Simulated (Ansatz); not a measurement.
CdS built on the wurtzite prototype, relaxed with r2SCAN in the PAW code Ansatz: space group P6_3mc (No. 186), hexagonal; a = 4.165 Å, c = 6.766 Å in the conventional setting, 25.41 Å³ an atom. Cd has 4 S at 2.54–2.55 Å; S has 4 Cd at 2.54–2.55 Å. It was then strained (epitaxial in the xy plane), atoms relaxed again within the symmetry left. Unstrained, HSE06 gives 2.190 eV (Γ, 6×6×4 mesh), and the band edges keep their places in every row. The normal direction was relaxed to zero stress. Stress is positive in compression. The values are computed, spin-unpolarised, and not measurements.

Axes as in this cell:
```xyz
4
Lattice="4.1646 0.0000 0.0000 -2.0823 3.6067 0.0000 0.0000 0.0000 6.7660" Properties=species:S:1:pos:R:3 pbc="T T T"
Cd    0.0000    2.4044   -0.0065
Cd    2.0823    1.2022    3.3765
S     0.0000    2.4044    2.5438
S     2.0823    1.2022    5.9268
```

| strain (%) | ε | ΔE_g, HSE06 (eV) | Δσ_xx, r2SCAN (GPa) |
| --- | --- | --- | --- |
| -0.5 | -0.0050 | -0.005 | +0.48 |
| +1.5 | +0.0150 | -0.047 | -1.37 |
| +3.62 | +0.0362 | -0.154 | -3.13 |

**Fit ΔE_g = a x + b x² to these rows by least squares, with x = ε.** The normal equations take Σx² = 1.560e-03, Σx³ = 5.069e-05, Σx⁴ = 1.769e-06, ΣxΔE = -6.255e-03 and Σx²ΔE = -2.125e-04, and give a = -1.52 eV, b = -76.5 eV; the largest residual is 0.011 eV.

**Fit the change of σ_xx in the same way.** Δσ_xx = -94.8 x + (230) x² GPa. The slope, 95 GPa, is the biaxial modulus of the film.

**Predict the withheld row at +3.0 % (x = +0.0300).** ΔE_g ≈ -1.52 × (+0.0300) + (-76.5) × (+0.0300)² = -0.114 eV, and Δσ_xx ≈ -2.64 GPa. The runs give -0.124 eV and -2.63 GPa, off by -0.010 eV and +0.01 GPa.

Spin-orbit coupling is left out.
